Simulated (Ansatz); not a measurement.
PbO, PbSe, PbTe: one prototype (NiAs type), with O, Se, Te on the same site. Each was relaxed with r2SCAN in Ansatz, and the gaps are read on those cells (d direct, i indirect). The cells were built from prototypes, so some may not be known phases; spin polarisation is off.

| compound | a (Å) | c (Å) | gap, PBE (eV) | gap, r2SCAN (eV) | gap, HSE06 (eV) |
| --- | --- | --- | --- | --- | --- |
| PbO | 3.566 | 6.470 | none (overlap 0.35) | none (overlap 0.15) | 0.08 i (Γ–M (0.17) → M) |
| PbSe | 4.274 | 7.555 | 0.03 i (K → M) | 0.11 d (Γ) | 0.14 d (Γ) |
| PbTe | 4.544 | 7.926 | 0.06 i (K → Γ) | 0.38 i (K → Γ) | 0.42 i (K → Γ) |

From PbO to PbSe, a changes by +0.708 Å and the HSE06 gap by +0.06 eV. From PbSe to PbTe, a changes by +0.270 Å and the HSE06 gap by +0.28 eV.

Spin-orbit coupling is left out; in compounds of Pb, Bi, Tl or Hg it can lower a gap by up to about 1 eV, split its edges or invert the bands.

Overlapping bands make a metal at that level, for which these meshes are coarse; small forces, stresses and energy differences are uncertain. A small overlap in a semilocal functional can be an artefact that a hybrid or GW lifts.

Where an edge lies off the special points, it is a point of the mesh or the k point where a search put PBE's edge or least direct gap, reused for the other functionals, whose own edges may lie a little apart.

The meshes of the hybrids are coarse, so their gaps aren't converged to the digits shown.
